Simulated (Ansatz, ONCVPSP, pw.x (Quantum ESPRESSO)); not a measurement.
What a changed setting does to a pw.x run (fcc Ba)

Potential: optimised norm-conserving Vanderbilt (ONCV), ONCVPSP 4.0.1.1 (patched build), PBE; core [Kr] 4d10, reference 5s2 5p6 6s2; waves: 5s+6s: rc 3.00 bohr, ncon 4, nbas 8, qcut 3 1/bohr, 2 projectors; 5p: rc 3.25 bohr, ncon 4, nbas 8, qcut 5.2 1/bohr, 2 projectors, debl 3.7 Ha; d scattering state at 0.02 Ha: rc 2.90 bohr, ncon 3, nbas 6, qcut 3.6 1/bohr, 2 projectors, debl 3.6 Ha; local part: polynomial inside 2.20 bohr (lpopt 4, dvloc0 -1 Ha); core correction: Teter function fitted to the true core (icmod 2), fcfact 0.35. In the d channel the program set the typed energies aside and used 0.050, 3.650 Ha.

The reference run (k-mesh 9³, cutoffs 50/200 Ry, Fermi–Dirac 0.01 Ry, mixing_beta 0.4, conv_thr 1e-9, no spin) gives 0.00 GPa at 64.378 Å³/atom, where all-electron LAPW gives 0.00 GPa. This run, with its own iteration cap, changes conv_thr to 1e-06.

```
&control
  calculation='scf', prefix='x', pseudo_dir='./', outdir='./tmp', tstress=.true., disk_io='none'
/
&system
  ibrav=0, nat=1, ntyp=1, ecutwfc=50, ecutrho=200, nbnd=12,
  occupations='smearing', smearing='fd', degauss=0.01
/
&electrons
  conv_thr=1e-06, mixing_beta=0.4, electron_maxstep=70
/
ATOMIC_SPECIES
Ba 1.0 Ba.UPF
CELL_PARAMETERS angstrom
  0.00000000 3.18104023 3.18104023
  3.18104023 0.00000000 3.18104023
  3.18104023 3.18104023 0.00000000
ATOMIC_POSITIONS crystal
Ba 0.0000 0.0000 0.0000
K_POINTS automatic
9 9 9 0 0 0
```

```bash
pw.x < Ba.scf.in > Ba.scf.out
```

How does the run end?

It converges in 4 iterations; the free energy moves by +0.0 meV/atom and the pressure by -0.01 GPa. The result is that of the reference run.

```
Message from routine setup:
     using ibrav=0 with symmetry is DISCOURAGED, use correct ibrav instead
     lattice parameter (alat)  =       8.5013  a.u.
     unit-cell volume          =     434.4443 (a.u.)^3
     number of electrons       =        10.00
     number of Kohn-Sham states=           12
     kinetic-energy cutoff     =      50.0000  Ry
     charge density cutoff     =     200.0000  Ry
     scf convergence threshold =      1.0E-06
     Exchange-correlation= PBE
     number of k points=    35  Fermi-Dirac smearing, width (Ry)=  0.0100
     iteration #  1     ecut=    50.00 Ry     beta= 0.40
     total energy              =     -64.11264093 Ry
     estimated scf accuracy    <       0.00123189 Ry
     iteration #  2     ecut=    50.00 Ry     beta= 0.40
     total energy              =     -64.11266893 Ry
     estimated scf accuracy    <       0.00033839 Ry
     iteration #  3     ecut=    50.00 Ry     beta= 0.40
     total energy              =     -64.11270028 Ry
     estimated scf accuracy    <       0.00001787 Ry
     iteration #  4     ecut=    50.00 Ry     beta= 0.40
     the Fermi energy is     5.5325 ev
!    total energy              =     -64.11270191 Ry
     estimated scf accuracy    <       0.00000039 Ry
     smearing contrib. (-TS)   =      -0.00782962 Ry
     The total energy is F=E-TS. E is the sum of the following terms:
     one-electron contribution =     -14.92614707 Ry
     hartree contribution      =       9.73968651 Ry
     xc contribution           =     -20.78301651 Ry
     ewald contribution        =     -38.13539522 Ry
     convergence has been achieved in   4 iterations
          total   stress  (Ry/bohr**3)                   (kbar)     P=       -0.08
     Message from routine punch:
     Nothing written, as per user request (disk_io='none')
```

The run took about 18 s on one core of a shared host (Neoverse-N1, 64 threads, 124 GiB, load 52).
